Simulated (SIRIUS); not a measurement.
# InSe under changes of volume

One of the cells (29.822 Å³/atom); the others are scaled copies at fixed shape and fractional positions:

```xyz
4
Lattice="2.0132 1.1623 8.4959 -2.0132 1.1623 8.4959 0.0000 -2.3247 8.4959" Properties=species:S:1:pos:R:3 pbc="T T T"
In    0.0000    0.0000   22.6484
In    0.0000    0.0000    0.0000
Se    0.0000    0.0000    4.3813
Se    0.0000    0.0000    9.7745
```

| Item | Value |
| --- | --- |
| Program | SIRIUS 7.12.0 |
| Functional | PBEsol |
| Potentials or basis | all-electron FP-LAPW |
| Cutoff | 178 eV |
| Basis | apw+lo standard |
| k mesh | 8 × 8 × 8 |
| Occupations | fermi-dirac, width 0.05 eV |
| Spin | no spin polarisation |

```csv
volume (Å³/atom),energy over the lowest point (meV/atom),gap on the mesh (eV)
27.483,?,?
28.068,7.86,0.45
28.652,1.21,0.39
29.822,0.00,0.29
30.406,4.57,0.25
30.991,12.05,0.20
```

**Question.** What does the run at 27.483 Å³/atom give?

**Answer.** Energy over the lowest point 19.30 meV/atom; gap on the mesh 0.51 eV.

Worked out: A Birch-Murnaghan fit of order 3 (a polynomial in V^(-2/3)) to the other rows has its minimum at 29.32 Å³/atom with B0 = V·E''(V) = 50 GPa and B' = 5.0 at fixed shape and positions, which overstates the stiffness. It gives 19.27 meV/atom at 27.483 Å³/atom, against the run's 19.30. A straight line through the other rows of the gap, of slope -2.49 eV per unit of ln V (its deformation potential), extrapolates to 0.50 eV, against the run's 0.51.

Energies are extrapolated to zero smearing.

Caveats: spin-orbit coupling is left out, which moves the levels of the heavy elements.

A mesh can miss the band edges.
